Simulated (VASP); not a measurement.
# KBr (Pm-3m) in VASP: further runs, part 3 of 3

VASP 6.6.1. Earlier steps stand in the parts before.

## 4. Single point, r2SCAN (biaxial_xy strain -2.9%)

Input file POSCAR:

```
KBr
1.0
    3.8625344111      0.0000000000      0.0000000000
    0.0000000000      3.8625344111      0.0000000000
    0.0000000000      0.0000000000      3.9762553130
K Br
1 1
Direct
    0.0000000000      0.0000000000      0.0000000000
    0.5000000000      0.5000000000      0.5000000000
```

Input file INCAR.step1:

```
SYSTEM = KBr
PREC = Accurate ; ENCUT = 520
ISMEAR = 0 ; SIGMA = 0.01
LREAL = .False. ; LASPH = .True.
NELM = 100 ; NBANDS = 15
GGA = PE ; ALGO = Normal
EDIFF = 1E-4 ; LWAVE = .True.
LCHARG = .False.
```

Input file INCAR.step2:

```
SYSTEM = KBr
PREC = Accurate ; ENCUT = 520
EDIFF = 1E-6 ; ISMEAR = 0
SIGMA = 0.01 ; LREAL = .False.
LASPH = .True. ; NELM = 100
ALGO = Normal ; ISIF = 2
LWAVE = .False. ; LCHARG = .True.
METAGGA = R2SCAN ; LMIXTAU = .True.
LELF = .True. ; LVHAR = .True.
NBANDS = 15 ; ISTART = 1
```

Input file KPOINTS:

```
Automatic mesh
0
Gamma
  6 6 6
  0 0 0
```

Potentials or basis: VASP PAW PBE potentials, release 64 (K_sv, Br).

Command:

```
$ cat potpaw_PBE.64/K_sv/POTCAR potpaw_PBE.64/Br/POTCAR > POTCAR
$ cp INCAR.step1 INCAR
$ mpirun -np 1 vasp_std > vasp.out
$ cp INCAR.step2 INCAR
$ mpirun -np 1 vasp_std > vasp.out
```

OUTCAR:

```text
SYSTEM = KBr
   PREC = Accurate
   ENCUT = 520
   EDIFF = 1E-6
   ISMEAR = 0
   LREAL = .False.
   LASPH = .True.
   NELM = 100
   ISIF = 2
   METAGGA = R2SCAN
   ISTART = 1

 ion  position               nearest neighbor table
   1  0.000  0.000  0.000-
   2  0.500  0.500  0.500-

  LATTYP: Found a simple tetragonal cell.
 ALAT       =     3.8625344111
 C/A-ratio  =     1.0294420424

  Lattice vectors:

 A1 = (   3.8625344111,   0.0000000000,   0.0000000000)
 A2 = (   0.0000000000,   3.8625344111,   0.0000000000)
 A3 = (   0.0000000000,   0.0000000000,   3.9762553130)

Analysis of symmetry for initial positions (statically):
=====================================================================
 Subroutine PRICEL returns:
 Original cell was already a primitive cell.

 Routine SETGRP: Setting up the symmetry group for a
 simple tetragonal supercell.

 Subroutine GETGRP returns: Found 16 space group operations
 (whereof 16 operations were pure point group operations)
 out of a pool of 16 trial point group operations.

The static configuration has the point symmetry D_4h.

Analysis of symmetry for dynamics (positions and initial velocities):
=====================================================================
 Subroutine PRICEL returns:
 Original cell was already a primitive cell.

 Routine SETGRP: Setting up the symmetry group for a
 simple tetragonal supercell.

 Subroutine GETGRP returns: Found 16 space group operations
 (whereof 16 operations were pure point group operations)
 out of a pool of 16 trial point group operations.

The dynamic configuration has the point symmetry D_4h.

 Subroutine INISYM returns: Found 16 space group operations
 (whereof 16 operations are pure point group operations),
 and found     1 'primitive' translations

----------------------------------------------------------------------------------------

                                     Primitive cell

  volume of cell :      59.3224

  direct lattice vectors                    reciprocal lattice vectors
     3.862534411  0.000000000  0.000000000     0.258897370  0.000000000  0.000000000
     0.000000000  3.862534411  0.000000000     0.000000000  0.258897370  0.000000000
     0.000000000  0.000000000  3.976255313     0.000000000  0.000000000  0.251492905

  length of vectors
     3.862534411  3.862534411  3.976255313     0.258897370  0.258897370  0.251492905

  position of ions in fractional coordinates (direct lattice)
     0.000000000  0.000000000  0.000000000
     0.500000000  0.500000000  0.500000000

  ion indices of the primitive-cell ions
   primitive index   ion index
                 1           1
                 2           2

----------------------------------------------------------------------------------------

 KPOINTS: Automatic mesh

Automatic generation of k-mesh.
 Grid dimensions read from file:
 generate k-points for:    6    6    6

 Generating k-lattice:

[... 23 lines left out ...]
  0.333333  0.166667  0.000000      8.000000
[... 16 lines left out ...]
  0.333333  0.000000  0.333333      8.000000
  0.500000  0.000000  0.333333      4.000000
 [... further k-points ...]
   k-points           NKPTS =     40   k-points in BZ     NKDIM =     40   number of bands    NBANDS=     15
   number of dos      NEDOS =    301   number of ions     NIONS =      2
   total plane-waves  NPLWV =  27000
   dimension x,y,z NGX =    30 NGY =   30 NGZ =   30
   dimension x,y,z NGXF=    60 NGYF=   60 NGZF=   60
   ions per type =               1   1
   NGX,Y,Z   is equivalent  to a cutoff of  12.91, 12.91, 12.54 a.u.
   NGXF,Y,Z  is equivalent  to a cutoff of  25.82, 25.82, 25.09 a.u.
 SYSTEM =  KBr
   PREC   = accura    normal or accurate (medium, high low for compatibility)
   ISTART =      1    job   : 0-new  1-cont  2-samecut
   ICHARG =      0    charge: 1-file 2-atom 10-const
   ISPIN  =      1    spin polarized calculation?
   LNONCOLLINEAR =      F non collinear calculations
   LSORBIT =      F    spin-orbit coupling
   LASPH  =      T    aspherical Exc in radial PAW
   ENCUT  =  520.0 eV  38.22 Ry    6.18 a.u.   7.18  7.18  7.39*2*pi/ulx,y,z
   NELM   =    100;   NELMIN=  2; NELMDL=  0     # of ELM steps
   EDIFF  = 0.1E-05   stopping-criterion for ELM
   LREAL  =      F    real-space projection
   EDIFFG = 0.1E-04   stopping-criterion for IOM
   NSW    =      0    number of steps for IOM
   IBRION =     -1    ionic relax: 0-MD 1-quasi-New 2-CG
   NFREE  =      0    steps in history (QN), initial steepest desc. (CG)
   ISIF   =      2    stress and relaxation
   ISYM   =      2    0-nonsym 1-usesym 2-fastsym
   POTIM  = 0.5000    time-step for ionic-motion
   TEBEG  =    0.0;   TEEND  =   0.0 temperature during run
   PSTRESS=    0.0 pullay stress
   NELECT =      16.0000    total number of electrons
   NUPDOWN=      -1.0000    fix difference up-down
   EMIN   =  10.00;   EMAX   =-10.00  energy-range for DOS
   EFERMI =   0.00;   METHOD = LEGACY
   ISMEAR =     0;   SIGMA  =   0.01  broadening in eV -4-tet -1-fermi 0-gaus
   EFERMI_NEDOS =   21; number of points for ismear=-14 and -15
   IALGO  =     38    algorithm
   IMIX   =      4    mixing-type and parameters
     AMIX     =   0.40;   BMIX     =  1.00
     AMIX_MAG =   1.60;   BMIX_MAG =  1.00
  volume/ion in A,a.u.               =      29.66       200.16
  Fermi-wavevector in a.u.,A,eV,Ry     =   1.057731  1.998821 15.222123  1.118795
  Thomas-Fermi vector in A             =   2.193014
   LORBIT       =      0    0 simple, 1 ext, 2 COOP (PROOUT), +10 PAW based schemes
   METAGGA = R2SCAN    functional components
   LHFCALC =     F    Hartree Fock is set to
   AEXX    =    0.0000 exact exchange contribution
   IVDW    =     0    specifies the selected vdW correction
   LEPSILON=     F    determine dielectric tensor
   LRPA    =     F    only Hartree local field effects (RPA)
 non-spin polarized calculation
 Gauss-broadening in eV      SIGMA  =   0.01
  energy-cutoff  :      520.00
  volume of cell :       59.32
 maximum number of plane-waves:      1620
 NGX is ok and might be reduce to    30
   NGX = 15   NGY = 15   NGZ = 15

 number of electron      16.0000001 magnetization

 Free energy of the ion-electron system (eV)
  ---------------------------------------------------
  ext. energy  EPLUGINS =         0.00000000
  ---------------------------------------------------
  free energy    TOTEN  =       -23.12553529 eV

  energy without entropy =      -23.12553529  energy(sigma->0) =      -23.12553529

 E-fermi :  -0.3747     XC(G=0):  -8.6889

 val. band max:       -0.5146387155   @ k =   0.5000   0.0000   0.5000
 cond. band min:       4.4080991283   @ k =   0.0000   0.0000   0.0000
 fundamental gap:      4.9227378438
 Fermi energy:        -0.3747255197

 k-point     1 :       0.0000    0.0000    0.0000
  band No.  band energies     occupation
      1     -30.2595      2.00000
      2     -14.0364      2.00000
      3     -12.9114      2.00000
      4     -12.9025      2.00000
      5     -12.9025      2.00000
      6      -1.0009      2.00000
      7      -0.8027      2.00000
      8      -0.8027      2.00000
      9       4.4081      0.00000
     10       5.6258      0.00000
     11       5.7537      0.00000
     12      10.0194      0.00000
     13      10.0194      0.00000
     14      10.2259      0.00000
[... 401 lines left out ...]
      2     -13.8813      2.00000
      3     -13.0265      2.00000
      4     -12.9652      2.00000
      5     -12.8596      2.00000
      6      -2.4094      2.00000
      7      -1.9054      2.00000
      8      -0.5823      2.00000
      9       5.7333      0.00000
     10       6.9840      0.00000
     11       8.6607      0.00000
     12       8.6781      0.00000
     13       9.5737      0.00000
     14      10.6210      0.00000
     15      11.6314      0.00000

 [... further k-points ...]

------------------------ aborting loop because EDIFF is reached ----------------------------------------

  FORCE on cell =-STRESS in cart. coord.  units (eV):
  Direction    XX          YY          ZZ          XY          YZ          ZX
  --------------------------------------------------------------------------------------
  -------------------------------------------------------------------------------------
  Total        0.6223101      0.6223101      0.1588238      0.0000000     -0.0000000     -0.0000000
  in kB       16.8073182     16.8073182      4.2895050      0.0000000     -0.0000000     -0.0000000
  external PRESSURE =      12.6347138 kB  Pullay stress =       0.0000000 kB

 VOLUME and BASIS-vectors are now :
 -----------------------------------------------------------------------------
  energy-cutoff  :      520.00
  volume of cell :       59.32
      direct lattice vectors                 reciprocal lattice vectors
     3.862534411  0.000000000  0.000000000     0.258897370  0.000000000  0.000000000
     0.000000000  3.862534411  0.000000000     0.000000000  0.258897370  0.000000000
     0.000000000  0.000000000  3.976255313     0.000000000  0.000000000  0.251492905

 POSITION                                       TOTAL-FORCE (eV/Angst)
 -----------------------------------------------------------------------------------
      0.00000      0.00000      0.00000         0.000000      0.000000      0.000000
      1.93127      1.93127      1.98813         0.000000      0.000000      0.000000
 -----------------------------------------------------------------------------------
    total drift:                                0.000000      0.000000     -0.000000

  FREE ENERGIE OF THE ION-ELECTRON SYSTEM (eV)
  ---------------------------------------------------
  free  energy   TOTEN  =       -23.1255352910 eV

  energy  without entropy=      -23.1255352910  energy(sigma->0) =      -23.12553529
```

It took 65 s on 1 thread of Intel Xeon 6975P-C (Granite Rapids), shared host; peak memory 0.19 GiB.

Results:

| Quantity | Value |
| --- | --- |
| Free energy | -23.1255 eV |
| Pressure | 1.3 GPa |
| Band gap on the k mesh | 4.92 eV, indirect (least direct gap 5.21 eV) |

Levels at points of the mesh, in eV from the valence-band top:
```csv
k point,band 4,band 5,band 6,band 7,band 8,band 9,band 10,band 11,band 12,band 13
"(0.00, 0.00, 0.00)",-12.39,-12.39,-0.49,-0.29,-0.29,4.92,6.14,6.27,10.53,10.53
"(0.50, 0.00, 0.00)",-12.36,-12.17,-2.35,-0.47,-0.26,7.59,7.71,9.00,9.53,10.67
"(0.50, 0.50, 0.00)",-12.60,-12.34,-1.68,-1.68,-0.16,5.82,7.08,8.55,8.55,11.85
"(0.00, 0.00, 0.50)",-12.36,-12.14,-2.33,-0.30,-0.30,7.60,7.66,8.80,9.57,10.85
"(0.50, 0.00, 0.50)",-12.56,-12.34,-1.73,-1.64,0.00,5.76,7.34,8.79,8.88,11.78
"(0.50, 0.50, 0.50)",-12.55,-12.51,-1.81,-1.81,-1.74,8.15,8.26,8.26,10.44,10.66
```

Caveat: the PAW data sets were made with another functional, which shifts forces and pressure a little. A k mesh can miss the band edges.

## 5. Single point, PBE (epitaxial_xy strain +1.5%)

Input file INCAR:

```
PREC = Accurate ; ENCUT = 520
EDIFF = 1E-6 ; ISMEAR = -1
SIGMA = 0.02 ; LREAL = F
LASPH = T ; NELM = 80
ALGO = Fast ; ISIF = 2
LWAVE = F ; LCHARG = F
GGA = PE ; NBANDS = 15
```

Input file KPOINTS:

```
Automatic mesh
0
Gamma
  6 6 6
```

Input file POSCAR:

```
KBr
1.0
    4.0351038917      0.0000000000      0.0000000000
    0.0000000000      4.0351038917      0.0000000000
    0.0000000000      0.0000000000      3.9627825946
K Br
1 1
Direct
    0.0000000000      0.0000000000      0.0000000000
    0.5000000000      0.5000000000      0.5000000000
```

Command:

```
$ cat potpaw_PBE.64/K_sv/POTCAR potpaw_PBE.64/Br/POTCAR > POTCAR
$ mpirun -np 1 vasp_std > vasp.out
```

It took 25 s on 1 thread of Intel Xeon 6975P-C (Granite Rapids), shared host; peak memory 0.18 GiB.

The run converged. Its results:

```yaml
Free_energy: -6.0748 eV
Pressure: 0.4 GPa
Band_gap_on_the_k_mesh: 3.88 eV, indirect (least direct gap 4.13 eV)
```

Stress tensor (GPa, compression positive):
```
0.16 0.00 0.00
0.00 0.16 0.00
0.00 0.00 0.82
```

Levels at points of the mesh, in eV from the valence-band top:
```
           k point  band 5  band 6  band 7  band 8  band 9  band 10  band 11  band 12
(0.00, 0.00, 0.00)  -12.12   -0.36   -0.36   -0.25    3.88     5.73     5.81     9.57
(0.50, 0.00, 0.00)  -11.91   -2.07   -0.35   -0.23    6.51     7.10     7.70     8.87
(0.50, 0.50, 0.00)  -12.08   -1.49   -1.49    0.00    5.13     6.55     8.11     8.11
(0.00, 0.00, 0.50)  -11.93   -2.08   -0.33   -0.33    6.51     7.15     7.79     8.84
(0.50, 0.00, 0.50)  -12.08   -1.51   -1.46   -0.09    5.19     6.42     7.92     7.98
(0.50, 0.50, 0.50)  -12.23   -1.56   -1.52   -1.52    7.38     7.38     7.42     9.38
```

A k mesh can miss the band edges.

## 6. The runs side by side

```tsv
level	cell	smearing	gap on the mesh (eV)	pressure (GPa)
r2SCAN	hydrostatic strain -0.3%	gaussian 0.01 eV	4.81	0.2
r2SCAN	epitaxial_xy strain +1.5%	gaussian 0.01 eV	4.61	-0.5
r2SCAN	biaxial_xy strain -2.9%	gaussian 0.01 eV	4.92	1.3
PBE	epitaxial_xy strain +1.5%	fermi-dirac 0.02 eV	3.88	0.4
```

Alike in all rows: task single point; potentials or basis VASP PAW PBE potentials, release 64 (K_sv, Br); no spin polarisation; k mesh 6 × 6 × 6; cutoff (eV) 520.

Caveats: the PAW data sets were made with another functional, which shifts forces and pressure a little (some runs).

Total energies depend on the potentials used, so only differences within one code and one set of settings carry meaning.
